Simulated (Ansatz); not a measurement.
The cell is BN (NiAs type); cell and atoms were relaxed with r2SCAN. The symmetry is P6_3/mmc (No. 194, hexagonal); a = 2.491 Å, c = 4.001 Å in the conventional setting, 5.38 Å³ an atom. B has 6 N at 1.75 Å; N has 6 B at 1.75 Å.

```xyz
4
Lattice="2.4913 0.0000 0.0000 -1.2457 2.1576 0.0000 0.0000 0.0000 4.0011" Properties=species:S:1:pos:R:3 pbc="T T T"
B     0.0000    0.0000    0.0000
B     0.0000    0.0000    2.0005
N     0.0000    1.4384    1.0003
N     1.2457    0.7192    3.0008
```

5 runs of the plane-wave code Ansatz on this cell differ in the functional (and in the settings that go with it). Levels are in eV from each run's valence top; v1 is the last filled band, c1 the first empty one.

Run A, mean stress 0.0 GPa (compression positive):
```
point     v4     v3     v2     v1    c1     c2
    Γ  -1.45  -0.72  -0.72  -0.16  6.32   8.63
    M  -8.57  -5.91  -4.51  -0.62  5.99   6.05
    K  -6.52  -6.52  -6.35  -6.35  1.82  11.65
    A  -0.97  -0.97  -0.97  -0.97  7.62   7.62
```

Run B, mean stress -10.0 GPa (compression positive):
```
point     v4     v3     v2     v1    c1     c2
    Γ  -1.48  -0.68  -0.68  -0.21  5.85   8.16
    M  -8.33  -5.73  -4.30  -0.58  5.26   5.61
    K  -6.25  -6.25  -6.19  -6.19  1.68  10.62
    A  -0.97  -0.97  -0.97  -0.97  7.15   7.15
```

Run C, mean stress -1.4 GPa (compression positive):
```
point     v4     v3     v2     v1    c1     c2
    Γ  -1.56  -0.70  -0.70  -0.25  6.79   9.23
    M  -8.68  -5.99  -4.52  -0.60  6.38   6.54
    K  -6.59  -6.59  -6.43  -6.43  2.39  11.97
    A  -1.02  -1.02  -1.02  -1.02  8.11   8.11
```

Run D, mean stress -3.9 GPa (compression positive):
```
point     v4     v3     v2     v1    c1     c2
    Γ  -1.53  -0.74  -0.74  -0.21  7.08   9.47
    M  -8.86  -6.11  -4.63  -0.63  6.76   6.80
    K  -6.74  -6.74  -6.55  -6.55  2.48  12.56
    A  -1.02  -1.02  -1.02  -1.02  8.41   8.41
```

Run E, mean stress -7.9 GPa (compression positive):
```
point     v4     v3     v2     v1    c1     c2
    Γ  -1.66  -0.73  -0.73  -0.30  7.94  10.49
    M  -9.09  -6.29  -4.71  -0.62  7.51   7.65
    K  -6.93  -6.93  -6.73  -6.73  3.33  13.35
    A  -1.08  -1.08  -1.08  -1.08  9.31   9.31
```

Q: Match the runs to LDA, r2SCAN, r2SCANh, DDH-PBE0, PBE0.

A: A is r2SCAN, B is LDA, C is DDH-PBE0, D is r2SCANh, E is PBE0. In order of the gap: LDA 1.68, r2SCAN 1.82, DDH-PBE0 2.39, r2SCANh 2.48, PBE0 3.33 eV. The stress vanishes for r2SCAN, which relaxed the cell.

Simulation only: spin-unpolarised, and no claim that this is the phase found in nature.

The program warns that its thresholds are loose for a hybrid's stress.

The meshes of the hybrids are coarse, so their gaps aren't converged to the digits shown.
